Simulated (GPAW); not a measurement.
# AlN (P6_3mc) in GPAW: notebook, part 2 of 2

GPAW 26.7.0.

### 4 Dielectric tensor, PBE

Contents of run.py:

```python
import numpy as np
from ase import Atoms
from ase.dft.bandgap import bandgap
from ase.io import write
from gpaw import GPAW, PW
from gpaw.response.df import DielectricFunction

atoms = Atoms(['Al', 'Al', 'N', 'N'],
              cell=[[3.113, 0.0, 0.0],
                    [-1.5565, 2.695937082, 0.0],
                    [0.0, 0.0, 4.981]],
              scaled_positions=[[0.6666666667, 0.3333333333, 0.5],
                                [0.3333333333, 0.6666666667, 0.0],
                                [0.6666666667, 0.3333333333, 0.88],
                                [0.3333333333, 0.6666666667, 0.38]],
              pbc=True)

calc = GPAW(mode=PW(600),
            xc='PBE',
            kpts={'size': (8, 8, 5), 'gamma': True},
            occupations={'name': 'fermi-dirac', 'width': 0.001},
            nbands=18,
            convergence={'density': 1e-06},
            maxiter=150,
            txt='gpaw.txt')
atoms.calc = calc
energy = atoms.get_potential_energy()
calc.write('gs.gpw')
write('result.traj', atoms)
print(f'Energy: {energy:.6f} eV')
print('Fermi level:', round(calc.get_fermi_level(), 4), 'eV')
print(f'Gap: {bandgap(calc)[0]:.4f} eV, direct: {bandgap(calc, direct=True)[0]:.4f} eV')

for size in [(14, 14, 8), (19, 19, 11)]:
    name = 'x'.join(str(n) for n in size)
    dense = calc.fixed_density(kpts={'size': size, 'gamma': True},
                               nbands=54, convergence={'bands': 48, 'eigenstates': 1e-7},
                               update_fermi_level=True, txt=f'dense-{name}.txt')
    dense.write(f'{name}.gpw', mode='all')
    df = DielectricFunction(f'{name}.gpw', frequencies=np.array([0.0]), hilbert=False, eta=0.001,
                            ecut=80, nbands=48, intraband=False, txt=f'df-{name}.txt')
    for xc in ['RPA', 'LR0.2', 'ALDA']:
        for direction in ['x', 'y', 'z', [0, 1, 1], [1, 0, 1], [1, 1, 0]]:
            e0, e = df.get_macroscopic_dielectric_constant(xc=xc, direction=direction)
            print(f'{name} {xc} {direction}: {e0:.4f} without, {e:.4f} with local fields')
```

Potentials or basis: GPAW PAW data sets (gpaw-data 1.2.1), pw.

Started as:

```console
> OMP_NUM_THREADS=1 python run.py
```

gpaw.txt:

```text
__  _  _
 | _ |_)|_||  |
 |__||  | ||/\| - 26.7.0

Input parameters:
  mode=PW(ecut=600.0),
  convergence={'density': 1e-06},
  kpts=MonkhorstPack(size=(8, 8, 5), gamma=True),
  maxiter=150,
  nbands=18,
  occupations=Occupations(name='fermi-dirac', width=0.001),
  xc=XC(name='PBE')

Diagonalizing LCAO Hamiltonian
Converting LCAO to pw mode

           N

           Al
        N

        Al

Atoms  # Å, Bohr magnetons
|   | symbol |         x |        y |        z |    initial magnetic moments |
|---|--------|-----------|----------|----------|-----------------------------|
| 0 |     Al |  1.556500 | 0.898646 | 2.490500 | ( 0.0000,  0.0000,  0.0000) |
| 1 |     Al | -0.000000 | 1.797291 | 0.000000 | ( 0.0000,  0.0000,  0.0000) |
| 2 |      N |  1.556500 | 0.898646 | 4.383280 | ( 0.0000,  0.0000,  0.0000) |
| 3 |      N | -0.000000 | 1.797291 | 1.892780 | ( 0.0000,  0.0000,  0.0000) |

Unit cell  # Å
| periodic |         x |        y |        z |  lengths |     angles |
|----------|-----------|----------|----------|----------|------------|
|      yes |  3.113000 | 0.000000 | 0.000000 | 3.113000 |  90.000000 |
|      yes | -1.556500 | 2.695937 | 0.000000 | 3.113000 |  90.000000 |
|      yes |  0.000000 | 0.000000 | 4.981000 | 4.981000 | 120.000000 |

Number of symmetries: 6
Symmetry operations  # r_c * U_cc + t_c -> r_c
|   | kind |            matrix            |
|---|------|------------------------------|
| 0 |  σ   |  1, 1, 0,  0,-1, 0,  0, 0, 1 |
[... 111 lines left out ...]
  Maximum mixing coefficient: 0.75
  Old densities: 10
  SVD Regularization: 0.005
  Good broyden scale: 1.0
  Trust region scale: 1.0
  Backstep threshold: 4.0
  History deletion threshold: 6.0
  Fourier metric: weight=20.0, sigma=0.015

occupation numbers:
  Fermi-Dirac:
    width: 0.0010  # eV

poisson solver:
  ecut: 4800.0  # eV

xc functional:
  name: PBE with 2 nearest neighbor stencil

convergence criteria:
- Maximum integral of absolute [dens]ity change: 1e-06 electrons / valence electron
- Maximum [total energy] change in last 3 cyles: 0.0005 eV / valence electron
- Maximum integral of absolute [eigenst]ate change: 4e-08 eV^2 / valence electron
maximum number of iterations: 150

SCF iterations
|iter     | |      energy | eigst |  dens |
|---------|-|-------------|-------|-------|
|iter:   1| |  -33.297803 | -0.28 |       |
|iter:   2| |  -32.278891 | -2.07 | -0.55 |
|iter:   3| |  -29.333775 | -0.76 | -0.60 |
|iter:   4| |  -29.356800 | -2.90 | -1.24 |
|iter:   5| |  -29.369515 | -3.42 | -1.54 |
|iter:   6| |  -29.369618 | -5.26 | -2.75 |
|iter:   7| |  -29.369640c| -6.39 | -3.14 |
|iter:   8| |  -29.369640c| -7.90c| -4.32 |
|iter:   9| |  -29.369640c| -7.59c| -4.59 |
|iter:  10| |  -29.369640c| -8.26c| -4.95 |
|iter:  11| |  -29.369640c| -9.57c| -5.82 |
|iter:  12| |  -29.369640c|-10.52c| -6.23c|

Converged in 12 steps
Energy contributions relative to reference atoms: (reference = -16170.289538)

Energy contributions:
  Kinetic:          32.379192
  Coulomb:         -27.318300
  Zero:             -0.036094
  External:          0.000000
  Xc:              -34.394438
  Entropy:          -0.000000
  Spinorbit:         0.000000
  ----------------------------
  Free energy:     -29.369640
  Extrapolated:    -29.369640

dipole moment: (-0.000000, -0.000001, -6.829184)  # |e|*Ang

Fermi level: 6.490
Eigenvalues  # (at kpt = [0.000, 0.000, 0.000])
| band index |      eig [eV] | occ [0-2] |
|------------|---------------|-----------|
|          0 |        -9.046 |     2.000 |
|          1 |        -6.900 |     2.000 |
|          2 |         0.156 |     2.000 |
|          3 |         5.313 |     2.000 |
|          4 |         5.313 |     2.000 |
|          5 |         5.964 |     2.000 |
[... 8 lines left out ...]
|         14 |        19.301 |     0.000 |
|         15 |        19.302 |     0.000 |
|        ... |               |           |
|         17 |        20.966 |     0.000 |

Gap: 4.199 eV
Transition (v -> c):
  (s=0, k=0, n=7, [0.00, 0.00, 0.00]) -> (s=0, k=0, n=8, [0.00, 0.00, 0.00])
No difference between direct/indirect transitions
# Writing to gs.gpw (mode='')
```

stdout:

```text
Energy: -29.369640 eV
Fermi level: 6.4899 eV
Gap: 4.1990 eV, direct: 4.1990 eV
14x14x8 RPA x: 4.5565 without, 4.2131 with local fields
14x14x8 RPA y: 4.5565 without, 4.2131 with local fields
14x14x8 RPA z: 4.7406 without, 4.3932 with local fields
[... 23 lines left out ...]
19x19x11 LR0.2 z: 4.7405 without, 4.5915 with local fields
19x19x11 LR0.2 [0, 1, 1]: 4.6485 without, 4.4909 with local fields
19x19x11 LR0.2 [1, 0, 1]: 4.6485 without, 4.4909 with local fields
19x19x11 LR0.2 [1, 1, 0]: 4.5565 without, 4.3907 with local fields
19x19x11 ALDA x: 4.5565 without, 4.4161 with local fields
19x19x11 ALDA y: 4.5565 without, 4.4161 with local fields
19x19x11 ALDA z: 4.7405 without, 4.6133 with local fields
19x19x11 ALDA [0, 1, 1]: 4.6485 without, 4.5147 with local fields
19x19x11 ALDA [1, 0, 1]: 4.6485 without, 4.5147 with local fields
19x19x11 ALDA [1, 1, 0]: 4.5565 without, 4.4161 with local fields
```

Run time: 38 min. Hardware: 1 thread of Intel Xeon at 2.50GHz (Skylake/Cascade Lake), shared host; peak memory 1.4 GiB.

Results:

| Quantity | Value |
| --- | --- |
| Free energy | -29.3696 eV |
| Band gap on the k mesh | 4.20 eV, direct |
| Electronic dielectric tensor (diagonal) | 4.21, 4.21, 4.39 |

Electronic dielectric tensor:
```
4.21 0.00 0.00
0.00 4.21 0.00
0.00 0.00 4.39
```

Caveat: the long-wavelength limit can be off by a per cent or two; an odd mesh through Γ misses points on the zone boundary, where band edges often lie.

### 5 How close it comes

Step 2. Against the measured gap of AlN, 6.034 eV (an exciton energy, a little under the gap; 10 K; quoted in “Self-assembly of well-separated AlN nanowires directly on sputtered metallic TiN films”, 2019, arxiv:1910.07391), the calculated 4.42 eV is off by -1.61 eV. 2 values of this kind are on record (6.034 to 6.0343 eV); this one was drawn at random. The value is that of BEEF-vdW, without temperature or zero-point motion.

Step 4. The gap isn't set beside the deposited one, since this odd mesh misses points on the zone boundary.
